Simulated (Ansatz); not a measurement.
## A series in volume per atom on Al

Results calculated with Ansatz 0.2.0 development build, not measured. Equation of state of a cubic crystal from periodic Kohn-Sham density functional theory without spin; pressure corrected for the finite basis.

Cell of the first row (space group Fd-3m, No. 227):
```
Al
1.0
      0.0000     2.9606     2.9606
      2.9606     0.0000     2.9606
      2.9606     2.9606     0.0000
Al
2
Direct
  0.00000 0.00000 0.00000
  0.25000 0.25000 0.25000
```

Settings of every row: formula Al; structure type diamond; functional PBE; spin treatment none; k mesh 11x11x11; occupation method fermi-dirac; occupation width 0.061225619 eV; wave cutoff 420 eV; datasets soft-1 PAW; density cutoff ratio 4.

Limits: a cubic model structure, not a phase known at ambient conditions; modest k-mesh, values are not fully converged in k.

| row | volume per atom (Å³) | pressure (GPa) | energy above lowest point (meV/atom) |
| --- | --- | --- | --- |
| 1 | 25.951 | ? | ? |
| 2 | 26.503 | 1.746 | 6 |
| 3 | 27.055 | 0.856 | 1.54 |
| 4 | 27.607 | 0.052 | 0 |
| 5 | 28.159 | -0.673 | 1.09 |
| 6 | 28.712 | -1.327 | 4.56 |
| 7 | 29.264 | -1.915 | 10.17 |

Question: what pressure and energy above lowest point should row 1 give?

Worked fit of pressure. Take u = (V_r/V)^(2/3) − 1 with V_r = 27.883 Å³ an atom, which is twice the finite (Eulerian) strain; such expansions in the strain, on which the Birch-Murnaghan equation of state is built, carry the rest volume and the bulk modulus. The shown rows have u = 0.03442, 0.0203, 0.00665, -0.00655, -0.01934, -0.03171. Least squares give pressure = −0.3196 + 54.911 × u + 146.54 × u² + 47.9 × u³ GPa; a parabola predicts inner rows, each left out in turn, worse (root mean square 0.00057 against 0.00017 GPa). All shown rows lie on it to the printed digit. The pressure vanishes at u = 0.0057, or V = 27.64 Å³ an atom, and there the bulk modulus at fixed shape and fractions is B = −V dP/dV = (2/3)(1 + u) dP/du = 37.9 GPa. The withheld row has u = 0.04904, so the fit gives −0.3196 + 54.911 × (0.04904) + 146.54 × (0.04904)² + 47.9 × (0.04904)³ = 2.731 GPa.

The calculation gave 2.732 GPa. The fit lies 0.001 GPa (0.022 % of the column's range) below it, one unit of the last digit. This row lies beyond the range of the fit.

Worked fit of energy above lowest point. Take u = (V_r/V)^(2/3) − 1 with V_r = 27.883 Å³ an atom, which is twice the finite (Eulerian) strain; such expansions in the strain, on which the Birch-Murnaghan equation of state is built, carry the rest volume and the bulk modulus. The shown rows have u = 0.03442, 0.0203, 0.00665, -0.00655, -0.01934, -0.03171. Least squares give energy above lowest point = 0.232 − 83.38 × u + 7271.5 × u² + 561 × u³ meV/atom; a parabola predicts inner rows, each left out in turn, worse (root mean square 0.0066 against 0.0011 meV/atom). All shown rows lie on it to the printed digit. Its lowest point lies at u = 0.0057, or V = 27.65 Å³ an atom, and the curvature there gives the bulk modulus at fixed shape and fractions, B = (4/9)(1 + u)² E″(u)/V = 37.9 GPa. The withheld row has u = 0.04904, so the fit gives 0.232 − 83.38 × (0.04904) + 7271.5 × (0.04904)² + 561 × (0.04904)³ = 13.70 meV/atom.

The calculation gave 13.69 meV/atom. The fit lies 0.01 meV/atom (0.073 % of the column's range) above it, one unit of the last digit. This row lies beyond the range of the fit.
